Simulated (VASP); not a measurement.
Set up this calculation in VASP 6.6.1, as the native input.

```
Task                               : band structure
Functional                         : HSE06
Potentials or basis                : VASP PAW PBE potentials, release 64 (Cd, S)
Cutoff                             : 520 eV
k mesh                             : 6 × 6 × 6
Occupations                        : gaussian, width 0.03 eV
Spin                               : no spin polarisation
Grid for exact exchange (PRECFOCK) : Fast
Screening parameter                : 0.2 1/A
Further INCAR settings             : ALGO = Normal; EDIFF = 1e-07; NBANDS = 16
```

The system is CdS.

```xyz
2
Lattice="0.0000 2.9176 2.9176 2.9176 0.0000 2.9176 2.9176 2.9176 0.0000" Properties=species:S:1:pos:R:3 pbc="T T T"
Cd    2.9176    5.8353    2.9176
S     1.4588    1.4588    1.4588
```

These files were run (other wordings do the same):

POSCAR

```
CdS                                     
1.0
    0.0000000000      2.9176352634      2.9176352634
    2.9176352634     -0.0000000000      2.9176352634
    2.9176352634      2.9176352634      0.0000000000
  Cd              S             
     1     1
Direct
     1.0000000000000000    0.0000000000000000    1.0000000000000000
     0.2500000000000000    0.2500000000000000    0.2500000000000000
```

INCAR.step1

```
PREC = Accurate
ENCUT = 520
EDIFF = 1E-5
ISMEAR = 0
SIGMA = 0.03
LREAL = False
LASPH = True
NELM = 80
ALGO = Normal
ISIF = 2
LWAVE = True
LCHARG = False
NBANDS = 16
KPAR = 2
GGA = PE
```

INCAR.step2

```
PREC = Accurate
ENCUT = 520
EDIFF = 1E-7
ISMEAR = 0
SIGMA = 0.03
LREAL = False
LASPH = True
NELM = 80
ALGO = Normal
ISIF = 2
LWAVE = False
LCHARG = False
GGA = PE
LHFCALC = True
HFSCREEN = 0.2
PRECFOCK = Fast
NBANDS = 16
KPAR = 2
ISTART = 1
```

KPOINTS

```
Automatic mesh
0
Gamma
  6 6 6
```

KPOINTS_OPT

```
explicit points
9
Reciprocal
 0.0000000000  0.0000000000  0.0000000000 1
 0.3750000000  0.3750000000  0.7500000000 1
 0.5000000000  0.5000000000  0.5000000000 1
 0.6250000000  0.2500000000  0.6250000000 1
 0.5000000000  0.2500000000  0.7500000000 1
 0.5000000000  0.0000000000  0.5000000000 1
 0.4000000000  0.0000000000  0.4000000000 1
 0.4250000000  0.0000000000  0.4250000000 1
 0.4500000000  0.0000000000  0.4500000000 1
```

Potentials or basis: VASP PAW PBE potentials, release 64 (Cd, S).

Launch:

```console
$ cat potpaw_PBE.64/Cd/POTCAR potpaw_PBE.64/S/POTCAR > POTCAR
$ cp INCAR.step1 INCAR
$ mpirun -np 2 vasp_std > vasp.out
$ cp INCAR.step2 INCAR
$ mpirun -np 2 vasp_std > vasp.out
```

Results of the run:

- Pressure: 2.0 GPa
- Band gap on the k mesh: 2.18 eV, direct
- Band gap along the path: 2.18 eV, direct

Caveat: the PAW data sets were made with another functional, which shifts forces and pressure a little.

Run time: 13 min on 2 MPI ranks on Intel(R) Xeon(R) 6975P-C (Granite Rapids), with other jobs on the host, peak memory 0.3 GiB a rank.
